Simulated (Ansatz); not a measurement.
A plane-wave DFT run in Ansatz 0.2.0 (scalar-relativistic PAW potentials unless the input names others): input and command.

```yaml
crystal:
  lattice:
    - [-1.8741853244, 1.8741853244, 1.8741853244]
    - [1.8741853244, -1.8741853244, 1.8741853244]
    - [1.8741853244, 1.8741853244, -1.8741853244]
  atoms:
    - { symbol: Sb, position: [0.0, 0.0, 0.0], spin: 1.0 }
basis:
  ecutwfc: 420
kpoints:
  mp_grid: { grid: [5, 5, 5] }
hamiltonian:
  xc: pbe
scf:
  occupations: { method: gaussian, width: 0.1 }
output:
  forces: true
  eigenvalues: true
  stress: true
magnetization:
  spin_polarized: true
```

```bash
ansatz run input.yaml --threads 1 --pin off --max-ram 1331MiB --backend cpu --events-out ev --progress --plain --runs-dir out
```

Abridged log:
```
Pseudopotentials: kind: paw
Pseudopotential: Sb, paw, valence charge 15, recommended cutoff 420 eV (normal)
Functional definition: PBE
Crystal: 1 atom, lattice volume = 26.333 Å³
Basis set: ecut = 420 eV, 531 PW (Γ), exchange–correlation on 48×48×48 points (8 copies of the dense FFT grid, shifted against one another)
Bands: 12, of which v1, the nominal top of the filled ones, is band 8 counted from 1 (7 counted from 0)
Symmetry: 48 space group operations
Space group: Im-3m (ITA 229), of the structure as read, at distance tolerance 3.0e-5 Å
Magnetic group: BNS 229.140 (UNI 1642), of the structure as read, at distance tolerance 3.0e-5 Å
k-points: 10 of 125
Initial density: superposition of atomic densities (chi_scale 0.1, normalization cell)
Starting moments: Σ|m| = 1 μB on 1 of 1 site
Initial wavefunctions: pseudopotential atomic-orbital guess
Functional: x = pbe(κ = 0.804, μ = 0.21951497), c = pbe(β = 0.06672455)
SCF iter   1: F=—  HF=-6484.133379 eV  |F-HF|=—  |Δ(HF+E_count)|=         —  Δρ=5.61e-2 (↑5.61e-2 ↓5.32e-2) dr2=2.98e-2  dr2_m=7.15e-1  M=0.343 μB ∫|m|=0.343 μB  β_m=0.30  ethr=1.90e-4  ⟨swp⟩=1.0  Hψ=1781  notcnv=0
SCF iter   2: F=—  HF=-6484.177620 eV  |F-HF|=—  |Δ(HF+E_count)|=   4.42e-2  Δρ=3.89e-2 (↑3.89e-2 ↓3.82e-2) dr2=1.17e-2  dr2_m=3.55e-1  M=0.343 μB ∫|m|=0.343 μB  β_m=0.30  ethr=1.90e-4  ⟨swp⟩=1.9  Hψ=308  notcnv=0
SCF iter   3: F=—  HF=-6484.201091 eV  |F-HF|=—  |Δ(HF+E_count)|=   2.35e-2  Δρ=2.77e-2 (↑2.64e-2 ↓2.77e-2) dr2=6.24e-4  dr2_m=1.76e-1  M=0.342 μB ∫|m|=0.342 μB  β_m=0.30  ethr=7.82e-5  ⟨swp⟩=2.0  Hψ=381  notcnv=0
SCF iter   4: F=—  HF=-6484.213168 eV  |F-HF|=—  |Δ(HF+E_count)|=   1.21e-2  Δρ=1.91e-2 (↑1.91e-2 ↓1.90e-2) dr2=1.01e-5  dr2_m=8.77e-2  M=0.341 μB ∫|m|=0.341 μB  β_m=0.30  ethr=4.16e-6  ⟨swp⟩=2.1  Hψ=373  notcnv=0
SCF iter   5: F=—  HF=-6484.219248 eV  |F-HF|=—  |Δ(HF+E_count)|=   6.08e-3  Δρ=1.35e-2 (↑1.35e-2 ↓1.34e-2) dr2=3.72e-6  dr2_m=4.36e-2  M=0.341 μB ∫|m|=0.341 μB  β_m=0.30  ethr=6.74e-8  ⟨swp⟩=2.7  Hψ=415  notcnv=0
SCF iter   6: F=—  HF=-6484.222290 eV  |F-HF|=—  |Δ(HF+E_count)|=   3.04e-3  Δρ=9.49e-3 (↑9.49e-3 ↓9.48e-3) dr2=1.01e-8  dr2_m=2.17e-2  M=0.341 μB ∫|m|=0.341 μB  β_m=0.30  ethr=2.48e-8  ⟨swp⟩=3.0  Hψ=430  notcnv=0
Mixer restart at iter 6: flushing history
spin-set hold released at iteration 6 (site moments contracting): the magnetisation degrees of freedom join the quasi-Newton model from the next iteration; the mixer history was flushed
SCF iter   7: F=—  HF=-6484.223816 eV  |F-HF|=—  |Δ(HF+E_count)|=   1.53e-3  Δρ=6.69e-3 (↑6.69e-3 ↓6.69e-3) dr2=3.28e-9  dr2_m=1.08e-2  M=0.340 μB ∫|m|=0.340 μB  β_m=0.65  ethr=6.74e-11  ⟨swp⟩=4.0  Hψ=589  notcnv=0
SCF iter   8: F=—  HF=-6484.225356 eV  |F-HF|=—  |Δ(HF+E_count)|=   1.54e-3  Δρ=3.52e-5 (↑3.52e-5 ↓3.18e-5) dr2=2.49e-9  dr2_m=2.70e-7  M=0.340 μB ∫|m|=0.340 μB  β_m=0.82  ethr=2.19e-11  ⟨swp⟩=5.3  Hψ=702  notcnv=0
SCF iter   9: F=—  HF=-6484.225358 eV  |F-HF|=—  |Δ(HF+E_count)|=   1.16e-6  Δρ=1.19e-5 (↑1.19e-5 ↓1.09e-5) dr2=2.49e-10  dr2_m=3.14e-8  M=0.340 μB ∫|m|=0.340 μB  β_m=0.91  ethr=1.66e-11  ⟨swp⟩=6.7  Hψ=1117  notcnv=0
SCF iter  10: F=—  HF=-6484.225358 eV  |F-HF|=—  |Δ(HF+E_count)|=   1.68e-7  Δρ=1.82e-6 (↑1.82e-6 ↓1.59e-6) dr2=3.01e-11  dr2_m=6.99e-10  M=0.340 μB ∫|m|=0.340 μB  β_m=0.96  ethr=1.66e-12  ⟨swp⟩=5.0  Hψ=964  notcnv=0
SCF iter  11: F=-6484.225358 eV  HF=-6484.225358 eV  |F-HF|=2.91e-11  |Δ(HF+E_count)|=   4.47e-9  Δρ=2.10e-7 (↑2.10e-7 ↓1.90e-7) dr2=2.59e-11  dr2_m=1.72e-12  M=0.340 μB ∫|m|=0.340 μB  ethr=1.00e-12  ⟨swp⟩=3.5  Hψ=645  notcnv=0
SCF 1 converged in 11 iterations: F = -6484.225358 eV  dr2 = 2.59e-11
SCF converged after 11 iterations
Magnetization: 0.3401 μB (7.6701 up, 7.3299 down)
Absolute magnetization: 0.3402 μB (∫|ρ↑−ρ↓|, with the PAW one-centre terms)
Spin contamination: 0.0000 ħ² per cell (⟨S²⟩ above its minimum at these occupations)
Per-site moments (μB) at R_I (Å): [(0.22143377, 1.33905098)]
Free energy (F): -6484.225358 eV
Harris-Foulkes:  -6484.225358 eV  (|F-HF|=2.91e-11)
Internal energy: -6484.219905 eV  (E = F + TS)
E sigma→0 (E₀):  -6484.222631 eV
Entropy (-TS):   -0.005453 eV (-5.453 meV/atom)
Fermi energy:    12.037609 eV
--- Forces (eV/Å), atoms counted from 1 ---
  atom   1  Sb     0.00000000     0.00000000     0.00000000
--- Stress (GPa, compression-positive) ---
        1.109371       0.000000       0.000000
        0.000000       1.109371       0.000000
        0.000000       0.000000       1.109371
  P = ⅓ Tr σ = 1.1094 GPa (11.094 kbar)
```

Apart from outputs and empty bands, the input differs from a reference run on usual settings in kpoints.mp_grid.grid: [16, 16, 16] → [5, 5, 5]; magnetization: not typed → {"spin_polarized": true} (ferro starting moments). The reference, at the same geometry (not necessarily relaxed), gave pressure 2.16 GPa, largest force 0.000 eV/Å, no gap on the mesh. This run converged in 11 SCF iterations (reference: 6) with an energy at zero smearing 23.96 meV/atom above the reference's, pressure 1.11 GPa, largest force 0.000 eV/Å, no gap on the mesh. Its k mesh is looser than usual, and the result moved.